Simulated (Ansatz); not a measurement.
A plane-wave DFT run in Ansatz 0.2.0 (scalar-relativistic PAW potentials unless the input names others): input and command.

```yaml
crystal:
  lattice:
    - [2.1839935596, -2.1839935596, 0.0]
    - [2.1839935596, 0.0, -2.1839935596]
    - [12.0119645778, 7.0979790687, 7.0979790687]
  atoms:
    - { symbol: Al, position: [0.6198166667, 0.6198166667, 0.0624666667] }
    - { symbol: Al, position: [-0.67185, -0.67185, 0.8958] }
    - { symbol: Al, position: [0.1614833333, 0.1614833333, 0.2291333333] }
    - { symbol: Al, position: [0.2448166667, 0.2448166667, 0.5624666667] }
    - { symbol: Al, position: [-0.29685, -0.29685, 0.3958] }
    - { symbol: Al, position: [-0.2135166667, -0.2135166667, 0.7291333333] }
    - { symbol: "N", position: [0.3385666667, 0.3385666667, 0.4374666667] }
    - { symbol: "N", position: [0.7969, 0.7969, 0.2708] }
    - { symbol: "N", position: [-0.1197666667, -0.1197666667, 0.6041333333] }
    - { symbol: "N", position: [-0.0364333333, -0.0364333333, 0.9374666667] }
    - { symbol: "N", position: [-0.5781, -0.5781, 0.7708] }
    - { symbol: "N", position: [0.2552333333, 0.2552333333, 0.1041333333] }
basis:
  ecutwfc: "200 eV"
kpoints:
  mp_grid: { grid: [8, 8, 2], shift: [0.5, 0.5, 0.5] }
hamiltonian:
  xc: pbe
scf:
  occupations: { method: gaussian, width: 0.05 }
output:
  forces: true
  eigenvalues: true
  stress: true
```

```bash
ansatz run input.yaml --threads 2 --pin off --max-ram 5120MiB --backend cpu --events-out ev --progress --plain --runs-dir out
```

Abridged log:
```
Warning: basis.ecutwfc = 200 eV is below the records' recommended 420 eV, and the density's cutoff is lower with it unless basis.ecutrho_ratio is high enough to keep the records' density cutoff: compare with a run at a higher cutoff
Basis set: ecut = 200 eV, 827 PW (Γ), exchange–correlation on 30×30×150 points (8 copies of the dense FFT grid, shifted against one another)
Bands: 36, of which v1, the nominal top of the filled ones, is band 24 counted from 1 (23 counted from 0)
Symmetry: 2 space group operations
k-points: 36 of 128 (time reversal used)
SCF iter   1: F=—  HF=-5523.183079 eV  |F-HF|=—  |Δ(HF+E_count)|=         —  Δρ=7.04e-2  dr2=3.08e0  ethr=1.77e-3  ⟨swp⟩=7.6  Hψ=6822  notcnv=0  defer=52
SCF iter   2: F=—  HF=-5522.310819 eV  |F-HF|=—  |Δ(HF+E_count)|=   8.72e-1  Δρ=2.49e-2  dr2=2.10e-1  ethr=1.77e-3  ⟨swp⟩=2.0  Hψ=2657  notcnv=0  defer=213
SCF iter   3: F=—  HF=-5522.316195 eV  |F-HF|=—  |Δ(HF+E_count)|=   5.38e-3  Δρ=5.80e-3  dr2=1.41e-2  ethr=4.38e-4  ⟨swp⟩=2.0  Hψ=2070  notcnv=0  defer=213
SCF iter   4: F=—  HF=-5522.322922 eV  |F-HF|=—  |Δ(HF+E_count)|=   6.73e-3  Δρ=6.98e-4  dr2=1.22e-3  ethr=2.94e-5  ⟨swp⟩=2.2  Hψ=1905  notcnv=0  defer=69
automatic band count: iteration 4 solves 32 bands in place of 36: the levels show a gap, and the empty bands left out lie too high to hold charge; the band table lists the bands solved (type scf.n_extra_bands for more)
SCF iter   5: F=—  HF=-5522.322670 eV  |F-HF|=—  |Δ(HF+E_count)|=   2.52e-4  Δρ=2.15e-4  dr2=1.75e-4  ethr=2.55e-6  ⟨swp⟩=2.0  Hψ=1723  notcnv=0  defer=69
SCF iter   6: F=—  HF=-5522.322649 eV  |F-HF|=—  |Δ(HF+E_count)|=   2.08e-5  Δρ=6.83e-5  dr2=2.58e-5  ethr=3.64e-7  ⟨swp⟩=2.0  Hψ=1539  notcnv=0  defer=69
SCF iter   7: F=—  HF=-5522.324044 eV  |F-HF|=—  |Δ(HF+E_count)|=   1.40e-3  Δρ=4.68e-5  dr2=2.98e-6  ethr=5.37e-8  ⟨swp⟩=2.0  Hψ=2016  notcnv=0  defer=69
SCF iter   8: F=—  HF=-5522.324044 eV  |F-HF|=—  |Δ(HF+E_count)|=   4.31e-7  Δρ=1.19e-5  dr2=2.51e-7  ethr=6.22e-9  ⟨swp⟩=2.7  Hψ=1827  notcnv=0  defer=69
SCF iter   9: F=-5522.324044 eV  HF=-5522.324044 eV  |F-HF|=4.23e-8  |Δ(HF+E_count)|=   2.21e-9  Δρ=3.82e-6  dr2=5.05e-8  ethr=2.08e-10  ⟨swp⟩=11.5  Hψ=4716  notcnv=0
SCF 1 converged in 9 iterations: F = -5522.324044 eV  dr2 = 5.05e-8
SCF converged after 9 iterations
Free energy (F): -5522.324044 eV
Harris-Foulkes:  -5522.324044 eV  (|F-HF|=4.23e-8)
Internal energy: -5522.324044 eV  (E = F + TS)
E sigma→0 (E₀):  -5522.324044 eV
Fermi energy:    9.107715 eV
--- Forces (eV/Å), atoms counted from 1 ---
  atom   1  Al    -0.28252687    -1.22982804    -1.22982804
  atom   2  Al    -0.03560845    -0.16410512    -0.16410512
  atom   3  Al     0.02984431     0.06603290     0.06603290
  atom   4  Al     0.02861058     0.03505586     0.03505586
  atom   5  Al     0.02933574     0.03288433     0.03288433
  atom   6  Al     0.03391590     0.03612683     0.03612683
  atom   7  N     -0.02818070    -0.03393559    -0.03393559
  atom   8  N     -0.03093314    -0.05091422    -0.05091422
  atom   9  N     -0.03215238    -0.03447612    -0.03447612
  atom  10  N      0.39217424     1.14378295     1.14378295
  atom  11  N     -0.06348261    -0.01614129    -0.01614129
  atom  12  N     -0.04497041     0.21167149     0.21167149
--- Stress (GPa, compression-positive) ---
       14.499941       1.045825       1.045825
        1.045821      15.356211      -2.251766
        1.045821      -2.251766      15.356211
  P = ⅓ Tr σ = 15.0708 GPa (150.708 kbar)
```

Apart from outputs and empty bands, the input differs from a reference run on usual settings in kpoints.mp_grid.shift: not typed → [0.5, 0.5, 0.5]; basis.ecutwfc: 420 → "200 eV". The reference, at the same geometry (not necessarily relaxed), gave pressure 2.78 GPa, largest force 1.060 eV/Å, gap on the mesh 3.27 eV. This run converged in 9 SCF iterations (reference: 7) with an energy at zero smearing 1.8 eV/atom above the reference's, pressure 15.07 GPa, largest force 1.762 eV/Å, gap on the mesh 3.41 eV. Its cutoff is looser than usual, and the result moved.

Time: 3 s on 2 threads of Intel(R) Xeon(R) Platinum 8259CL CPU @ 2.50GHz (Skylake/Cascade Lake) (shared host), peak memory 0.36 GiB.